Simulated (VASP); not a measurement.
# ZnS (Cmc2_1) in VASP: a series of runs

The runs below take ZnS through single point, with PBE.

Everything below comes from runs of VASP 6.6.1. Logs are shortened: lines on timing, memory, paths and dates and some standing lists are left out, and cuts for length are marked.

### Step 1. The cell of the first run

The structure is orthorhombic, space group Cmc2_1 (No. 36). The conventional cell has a = 3.846 Å, b = 6.661 Å, c = 6.304 Å, α = 90.00°, β = 90.00°, γ = 90.00°. Zn (site symmetry m) has 4 S at 2.32 to 2.39 Å as nearest neighbours. S (site symmetry m) is surrounded by 4 Zn at 2.32 to 2.39 Å.

Measurements of this composition are mostly on another form, of space group No. 216.

### Step 2. Single point, PBE (mode 4 frozen in at +0.000 Å and mode 5 at +0.196 Å (largest displacements))

The input, INCAR:

```
PREC = Accurate
ENCUT = 520
EDIFF = 1E-6
ISMEAR = 0
SIGMA = 0.05
LREAL = False
LASPH = True
NELM = 100
ALGO = Fast
ISIF = 2
LWAVE = False
LCHARG = True
GGA = PE
LELF = True
LVHAR = True
NBANDS = 26
```

The input, KPOINTS:

```
Automatic mesh
0
Gamma
  9 9 4
```

The input, POSCAR:

```
ZnS
1.0
    3.8455587354      0.0000000000      0.0000000000
   -1.9227793677      3.3303515566      0.0000000000
    0.0000000000      0.0000000000      6.3037246812
Zn S
2 2
Direct
    0.3627596562      0.7255193123      0.0052003729
    0.6372403438      0.2744806877      0.5052003729
    0.3095539306      0.6191078612      0.3797996271
    0.6904460694      0.3808921388      0.8797996271
```

Potentials or basis: VASP PAW PBE potentials, release 64 (Zn, S).

Launch:

```sh
$ cat potpaw_PBE.64/Zn/POTCAR potpaw_PBE.64/S/POTCAR > POTCAR
$ mpirun -np 1 vasp_std > vasp.out
```

OUTCAR:

```text
PREC = Accurate
   ENCUT = 520
   EDIFF = 1E-6
   ISMEAR = 0
   LREAL = False
   LASPH = True
   NELM = 100
   ISIF = 2
   GGA = PE

 ion  position               nearest neighbor table
   1  0.363  0.726  0.005-   4 2.32   4 2.37   4 2.37   3 2.39
   2  0.637  0.274  0.505-   3 2.32   3 2.37   3 2.37   4 2.39
   3  0.310  0.619  0.380-   2 2.32   2 2.37   2 2.37   1 2.39
   4  0.690  0.381  0.880-   1 2.32   1 2.37   1 2.37   2 2.39

  LATTYP: Found a hexagonal cell.
 ALAT       =     3.8455587354
 C/A-ratio  =     1.6392220520

  Lattice vectors:

 A1 = (   3.8455587354,   0.0000000000,   0.0000000000)
 A2 = (  -1.9227793677,   3.3303515566,   0.0000000000)
 A3 = (   0.0000000000,   0.0000000000,   6.3037246812)

Analysis of symmetry for initial positions (statically):
=====================================================================
 Subroutine PRICEL returns:
 Original cell was already a primitive cell.

 Routine SETGRP: Setting up the symmetry group for a
 hexagonal supercell.

 Subroutine GETGRP returns: Found  4 space group operations
 (whereof  2 operations were pure point group operations)
 out of a pool of 24 trial point group operations.

The static configuration has the point symmetry C_1h.
 The point group associated with its full space group is C_2v.

Analysis of symmetry for dynamics (positions and initial velocities):
=====================================================================
 Subroutine PRICEL returns:
 Original cell was already a primitive cell.

 Routine SETGRP: Setting up the symmetry group for a
 hexagonal supercell.

 Subroutine GETGRP returns: Found  4 space group operations
 (whereof  2 operations were pure point group operations)
 out of a pool of 24 trial point group operations.

The dynamic configuration has the point symmetry C_1h.
 The point group associated with its full space group is C_2v.

 Subroutine INISYM returns: Found  4 space group operations
 (whereof  2 operations are pure point group operations),
 and found     1 'primitive' translations

----------------------------------------------------------------------------------------

                                     Primitive cell

  volume of cell :      80.7322

  direct lattice vectors                    reciprocal lattice vectors
     3.845558735  0.000000000  0.000000000     0.260040236  0.150134300  0.000000000
    -1.922779368  3.330351557  0.000000000     0.000000000  0.300268600  0.000000000
     0.000000000  0.000000000  6.303724681     0.000000000  0.000000000  0.158636370

  length of vectors
     3.845558735  3.845558735  6.303724681     0.300268600  0.300268600  0.158636370

  position of ions in fractional coordinates (direct lattice)
     0.362759656  0.725519312  0.005200373
     0.637240344  0.274480688  0.505200373
     0.309553931  0.619107861  0.379799627
     0.690446069  0.380892139  0.879799627

  ion indices of the primitive-cell ions
   primitive index   ion index
                 1           1
                 2           2
                 3           3
                 4           4

----------------------------------------------------------------------------------------

 KPOINTS: Automatic mesh

Automatic generation of k-mesh.
 Grid dimensions read from file:
 generate k-points for:    9    9    4

 Generating k-lattice:

  Cartesian coordinates                     Fractional coordinates (reciprocal lattice)
     0.028893360  0.016681589  0.000000000     0.111111111  0.000000000  0.000000000
     0.000000000  0.033363178  0.000000000     0.000000000  0.111111111  0.000000000
     0.000000000  0.000000000  0.039659092     0.000000000  0.000000000  0.250000000

  Length of vectors
     0.033363178  0.033363178  0.039659092

  Shift w.r.t. Gamma in fractional coordinates (k-lattice)
     0.000000000  0.000000000  0.000000000

 Subroutine IBZKPT returns following result:
 ===========================================

 Found     75 irreducible k-points:

 Following reciprocal coordinates:
            Coordinates               Weight
  0.000000  0.000000  0.000000      1.000000
  0.111111  0.000000  0.000000      4.000000
  0.000000  0.111111  0.000000      2.000000
  0.222222  0.000000  0.000000      4.000000
  0.000000  0.222222  0.000000      2.000000
  0.333333  0.000000  0.000000      4.000000
[... 16 lines left out ...]
 -0.222222 -0.444444  0.000000      4.000000
  0.444444  0.333333  0.000000      4.000000
 [... further k-points ...]
   k-points           NKPTS =     75   k-points in BZ     NKDIM =     75   number of bands    NBANDS=     26
   number of dos      NEDOS =    301   number of ions     NIONS =      4
   total plane-waves  NPLWV =  43200
   dimension x,y,z NGX =    30 NGY =   30 NGZ =   48
   dimension x,y,z NGXF=    60 NGYF=   60 NGZF=   96
   ions per type =               2   2
   NGX,Y,Z   is equivalent  to a cutoff of  12.97, 12.97, 12.66 a.u.
   NGXF,Y,Z  is equivalent  to a cutoff of  25.94, 25.94, 25.32 a.u.
 SYSTEM =  unknown system
   PREC   = accura    normal or accurate (medium, high low for compatibility)
   ISTART =      0    job   : 0-new  1-cont  2-samecut
   ICHARG =      2    charge: 1-file 2-atom 10-const
   ISPIN  =      1    spin polarized calculation?
   LNONCOLLINEAR =      F non collinear calculations
   LSORBIT =      F    spin-orbit coupling
   LASPH  =      T    aspherical Exc in radial PAW
   ENCUT  =  520.0 eV  38.22 Ry    6.18 a.u.   7.15  7.15 11.72*2*pi/ulx,y,z
   NELM   =    100;   NELMIN=  2; NELMDL= -5     # of ELM steps
   EDIFF  = 0.1E-05   stopping-criterion for ELM
   LREAL  =      F    real-space projection
   EDIFFG = 0.1E-04   stopping-criterion for IOM
   NSW    =      0    number of steps for IOM
   IBRION =     -1    ionic relax: 0-MD 1-quasi-New 2-CG
   NFREE  =      0    steps in history (QN), initial steepest desc. (CG)
   ISIF   =      2    stress and relaxation
   ISYM   =      2    0-nonsym 1-usesym 2-fastsym
   POTIM  = 0.5000    time-step for ionic-motion
   TEBEG  =    0.0;   TEEND  =   0.0 temperature during run
   PSTRESS=    0.0 pullay stress
   NELECT =      36.0000    total number of electrons
   NUPDOWN=      -1.0000    fix difference up-down
   EMIN   =  10.00;   EMAX   =-10.00  energy-range for DOS
   EFERMI =   0.00;   METHOD = LEGACY
   ISMEAR =     0;   SIGMA  =   0.05  broadening in eV -4-tet -1-fermi 0-gaus
   EFERMI_NEDOS =   21; number of points for ismear=-14 and -15
   IALGO  =     68    algorithm
   IMIX   =      4    mixing-type and parameters
     AMIX     =   0.40;   BMIX     =  1.00
     AMIX_MAG =   1.60;   BMIX_MAG =  1.00
  volume/ion in A,a.u.               =      20.18       136.20
  Fermi-wavevector in a.u.,A,eV,Ry     =   1.250720  2.363518 21.283599  1.564300
  Thomas-Fermi vector in A             =   2.384701
   LORBIT       =      0    0 simple, 1 ext, 2 COOP (PROOUT), +10 PAW based schemes
   GGA     = PE    functional components
   LHFCALC =     F    Hartree Fock is set to
   AEXX    =    0.0000 exact exchange contribution
   IVDW    =     0    specifies the selected vdW correction
   LEPSILON=     F    determine dielectric tensor
   LRPA    =     F    only Hartree local field effects (RPA)
 non-spin polarized calculation
 RMM-DIIS sequential band-by-band and
 Gauss-broadening in eV      SIGMA  =   0.05
  energy-cutoff  :      520.00
  volume of cell :       80.73
 maximum number of plane-waves:      2208
 NGX is ok and might be reduce to    30
   NGX = 15   NGY = 15   NGZ = 23

 number of electron      35.9999995 magnetization

 Free energy of the ion-electron system (eV)
  ---------------------------------------------------
  ext. energy  EPLUGINS =         0.00000000
  ---------------------------------------------------
  free energy    TOTEN  =       -13.63057699 eV

  energy without entropy =      -13.63057699  energy(sigma->0) =      -13.63057699

 E-fermi :   2.2376     XC(G=0):  -9.5288

 val. band max:        1.9806116816   @ k =   0.0000   0.0000   0.0000
 cond. band min:       3.9441395913   @ k =   0.0000   0.0000   0.0000
 fundamental gap:      1.9635279097
 Fermi energy:         2.2376429972

 k-point     1 :       0.0000    0.0000    0.0000
  band No.  band energies     occupation
      1     -11.0763      2.00000
      2     -10.1802      2.00000
      3      -4.3795      2.00000
      4      -4.3612      2.00000
      5      -4.2914      2.00000
      6      -4.2750      2.00000
[... 18 lines left out ...]
     25       9.7708      0.00000
     26      10.7849      0.00000

 k-point     2 :       0.1111    0.0000    0.0000
  band No.  band energies     occupation
      1     -10.9961      2.00000
      2     -10.1368      2.00000
      3      -4.3728      2.00000
      4      -4.3426      2.00000
      5      -4.2889      2.00000
      6      -4.2640      2.00000
[... 18 lines left out ...]
     25       9.9067      0.00000
     26      10.5663      0.00000

 k-point     3 :       0.0000    0.1111    0.0000
  band No.  band energies     occupation
      1     -10.9967      2.00000
      2     -10.1332      2.00000
      3      -4.3835      2.00000
      4      -4.3491      2.00000
      5      -4.2756      2.00000
      6      -4.2501      2.00000
[... 18 lines left out ...]
     25      10.0759      0.00000
     26      10.2095      0.00000

 k-point     4 :       0.2222    0.0000    0.0000
  band No.  band energies     occupation
      1     -10.7751      2.00000
      2     -10.0309      2.00000
      3      -4.3579      2.00000
      4      -4.3032      2.00000
      5      -4.2710      2.00000
      6      -4.2253      2.00000
[... 18 lines left out ...]
     25      10.3466      0.00000
     26      10.5047      0.00000
[... 496 lines left out ...]
      1     -10.1110      2.00000
      2      -9.8852      2.00000
      3      -4.3007      2.00000
      4      -4.2121      2.00000
      5      -4.0761      2.00000
      6      -4.0522      2.00000
[... 18 lines left out ...]
     25      11.0941      0.00000
     26      11.4472      0.00000

 k-point    23 :      -0.2222   -0.4444    0.0000
  band No.  band energies     occupation
      1     -10.1385      2.00000
      2      -9.8441      2.00000
      3      -4.2899      2.00000
      4      -4.1810      2.00000
      5      -4.1346      2.00000
      6      -4.0327      2.00000
[... 18 lines left out ...]
     25      10.9940      0.00000
     26      11.6446      0.00000

 k-point    24 :       0.4444    0.3333    0.0000
  band No.  band energies     occupation
      1     -10.0880      2.00000
      2      -9.9165      2.00000
      3      -4.3166      2.00000
      4      -4.2063      2.00000
      5      -4.0906      2.00000
      6      -4.0653      2.00000
[... 18 lines left out ...]
     25      11.1846      0.00000
     26      11.5850      0.00000

 [... further k-points ...]

------------------------ aborting loop because EDIFF is reached ----------------------------------------

  FORCE on cell =-STRESS in cart. coord.  units (eV):
  Direction    XX          YY          ZZ          XY          YZ          ZX
  --------------------------------------------------------------------------------------
  -------------------------------------------------------------------------------------
  Total        0.5853482      0.1049169      0.0693942      0.0000000      0.0000000      0.0000000
  in kB       11.6165753      2.0821362      1.3771681      0.0000000      0.0000000      0.0000000
  external PRESSURE =       5.0252932 kB  Pullay stress =       0.0000000 kB

 VOLUME and BASIS-vectors are now :
 -----------------------------------------------------------------------------
  energy-cutoff  :      520.00
  volume of cell :       80.73
      direct lattice vectors                 reciprocal lattice vectors
     3.845558735  0.000000000  0.000000000     0.260040236  0.150134300  0.000000000
    -1.922779368  3.330351557  0.000000000     0.000000000  0.300268600  0.000000000
     0.000000000  0.000000000  6.303724681     0.000000000  0.000000000  0.158636370

 POSITION                                       TOTAL-FORCE (eV/Angst)
 -----------------------------------------------------------------------------------
      0.00000      2.41623      0.03278        -0.000000     -0.269656      0.077675
      1.92278      0.91412      3.18464         0.000000      0.269656      0.077675
      0.00000      2.06185      2.39415        -0.000000      0.080175     -0.077675
      1.92278      1.26850      5.54601         0.000000     -0.080175     -0.077675
 -----------------------------------------------------------------------------------
    total drift:                               -0.000000     -0.000000     -0.000360

  FREE ENERGIE OF THE ION-ELECTRON SYSTEM (eV)
  ---------------------------------------------------
  free  energy   TOTEN  =       -13.6305769885 eV

  energy  without entropy=      -13.6305769885  energy(sigma->0) =      -13.63057699
```

Wall time 3.6 min (1 thread of Intel Xeon Platinum 8488C (Sapphire Rapids), shared host); peak memory 0.28 GiB.

What came out:

| Quantity | Value |
| --- | --- |
| Free energy | -13.6306 eV |
| Pressure | 0.5 GPa |
| Largest force | 0.281 eV/Å |
| Band gap on the k mesh | 1.96 eV, direct |

Forces in eV/Å, atoms in the order of the input:
```
Zn   0.000 -0.270  0.078
Zn   0.000  0.270  0.078
S    0.000  0.080 -0.078
S    0.000 -0.080 -0.078
```

### Step 3. Single point, PBE (mode 4 frozen in at -0.065 Å and mode 5 at +0.065 Å (largest displacements))

The input, INCAR:

```
SYSTEM = ZnS
PREC = Accurate
ENCUT = 520
EDIFF = 1E-7
ISMEAR = 0
SIGMA = 0.05
LREAL = .FALSE.
LASPH = .TRUE.
NELM = 100
ALGO = Fast
ISIF = 2
LWAVE = .FALSE.
LCHARG = .FALSE.
GGA = PE
NBANDS = 26
```

The input, KPOINTS:

```
Automatic mesh
0
G
  9 9 4
  0 0 0
```

The input, POSCAR:

```
ZnS
1.0
    3.8455587354      0.0000000000      0.0000000000
   -1.9227793677      3.3303515566      0.0000000000
    0.0000000000      0.0000000000      6.3037246812
Zn S
2 2
Direct
    0.3261564757      0.6862742063      0.0052003729
    0.6738435243      0.3137257937      0.5052003729
    0.3391329498      0.6508218197      0.3797996271
    0.6608670502      0.3491781803      0.8797996271
```

Potentials or basis: VASP PAW PBE potentials, release 64 (Zn, S).

Launch:

```sh
$ cat potpaw_PBE.64/Zn/POTCAR potpaw_PBE.64/S/POTCAR > POTCAR
$ mpirun -np 1 vasp_std > vasp.out
```

OUTCAR:

```text
SYSTEM = ZnS
   PREC = Accurate
   ENCUT = 520
   EDIFF = 1E-7
   ISMEAR = 0
   LREAL = .FALSE.
   LASPH = .TRUE.
   NELM = 100
   ISIF = 2
   GGA = PE

 ion  position               nearest neighbor table
   1  0.326  0.686  0.005-   4 2.34   4 2.35   3 2.37   4 2.37
   2  0.674  0.314  0.505-   3 2.34   3 2.35   4 2.37   3 2.37
   3  0.339  0.651  0.380-   2 2.34   2 2.35   1 2.37   2 2.37
   4  0.661  0.349  0.880-   1 2.34   1 2.35   2 2.37   1 2.37

  LATTYP: Found a hexagonal cell.
 ALAT       =     3.8455587354
 C/A-ratio  =     1.6392220520
[... 898 lines left out ...]
  Direction    XX          YY          ZZ          XY          YZ          ZX
  --------------------------------------------------------------------------------------
  -------------------------------------------------------------------------------------
  Total        0.1235706     -0.0020733     -0.0002897     -0.0486170      0.0000000      0.0000000
  in kB        2.4523299     -0.0411457     -0.0057493     -0.9648328      0.0000000      0.0000000
  external PRESSURE =       0.8018116 kB  Pullay stress =       0.0000000 kB

 VOLUME and BASIS-vectors are now :
 -----------------------------------------------------------------------------
  energy-cutoff  :      520.00
  volume of cell :       80.73
      direct lattice vectors                 reciprocal lattice vectors
     3.845558735  0.000000000  0.000000000     0.260040236  0.150134300  0.000000000
    -1.922779368  3.330351557  0.000000000     0.000000000  0.300268600  0.000000000
     0.000000000  0.000000000  6.303724681     0.000000000  0.000000000  0.158636370

 POSITION                                       TOTAL-FORCE (eV/Angst)
 -----------------------------------------------------------------------------------
     -0.06530      2.28553      0.03278         0.071645     -0.078077      0.020037
      1.98808      1.04482      3.18464        -0.071645      0.078077      0.020037
      0.05277      2.16747      2.39415        -0.034329      0.030553     -0.020037
      1.87001      1.16289      5.54601         0.034329     -0.030553     -0.020037
 -----------------------------------------------------------------------------------
    total drift:                               -0.000000     -0.000000     -0.000286

  FREE ENERGIE OF THE ION-ELECTRON SYSTEM (eV)
  ---------------------------------------------------
  free  energy   TOTEN  =       -13.6804877068 eV

  energy  without entropy=      -13.6804877068  energy(sigma->0) =      -13.68048771
```

Run time: 6.7 min. Hardware: 1 thread of Intel Xeon Platinum 8488C (Sapphire Rapids), shared host; peak memory 0.35 GiB.

Results:

```
Free energy            : -13.6805 eV
Pressure               : 0.1 GPa
Largest force          : 0.108 eV/Å
Band gap on the k mesh : 2.05 eV, direct
```

Forces in eV/Å, atoms in the order of the input:
```
Zn   0.072 -0.078  0.020
Zn  -0.072  0.078  0.020
S   -0.034  0.031 -0.020
S    0.034 -0.031 -0.020
```

Stress tensor (GPa, compression positive):
```
 0.25 -0.10  0.00
-0.10  0.00  0.00
 0.00  0.00  0.00
```
